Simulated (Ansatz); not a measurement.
Write the native input for Ansatz 0.2.0 that does the following.

- Task: single point
- Functional: PBE
- Potentials or basis: Ansatz PAW
- Cutoff: 420 eV (not typed: the program's choice for these potentials)
- k mesh: 9 × 9 × 5
- Occupations: gaussian, width 0.029 eV
- Spin: no spin polarisation

ZnO (zincite):

```
CELL_PARAMETERS angstrom
3.24931 0.00000 0.00000
-1.62465 2.81398 0.00000
0.00000 0.00000 5.20571
ATOMIC_POSITIONS crystal
Zn 0.66667 0.33333 0.00000
Zn 0.33333 0.66667 0.50000
O 0.33333 0.66667 0.87901
O 0.66667 0.33333 0.37901
```

These files were run (other wordings do the same):

input.yaml

```yaml
crystal:
  lattice:
    - [3.249308, 0.0, 0.0]
    - [-1.624654, 2.8139832727, 0.0]
    - [0.0, 0.0, 5.205709]
  atoms:
    - { symbol: Zn, position: [0.6666666667, 0.3333333333, 0.0] }
    - { symbol: Zn, position: [0.3333333333, 0.6666666667, 0.5] }
    - { symbol: O, position: [0.3333333333, 0.6666666667, 0.87901] }
    - { symbol: O, position: [0.6666666667, 0.3333333333, 0.37901] }
hamiltonian:
  xc: pbe
  pseudopotentials: { kind: paw }
kpoints:
  mp_grid: { grid: [9, 9, 5] }
scf:
  occupations: { method: gaussian, width: 0.029 }
output:
  forces: true
  stress: true
  eigenvalues: true
  write_density: true
  write_potential: true
  elf: true
  volumetric_format: npy
```

Potentials or basis: Ansatz PAW.

Run with:

```sh
$ ansatz run input.yaml --threads 2 --pin off --max-ram 5632MiB --backend cpu --events-out ev --progress --plain --runs-dir out
```

It gave:

| Quantity | Value |
| --- | --- |
| Pressure | 4.9 GPa |
| Largest force | 0.070 eV/Å |
| Band gap on the k mesh | 0.80 eV, direct |

Caveat: odd divisions of the mesh miss points on the zone boundary, where band edges often lie, so the gap on the mesh can be too wide; the pressure holds a Pulay correction of +0.7 GPa for the finite cutoff.

It took 9.7 s on 2 threads of Intel(R) Xeon(R) Processor @ 2.50GHz (Skylake/Cascade Lake) (shared host), peak memory 0.38 GiB.
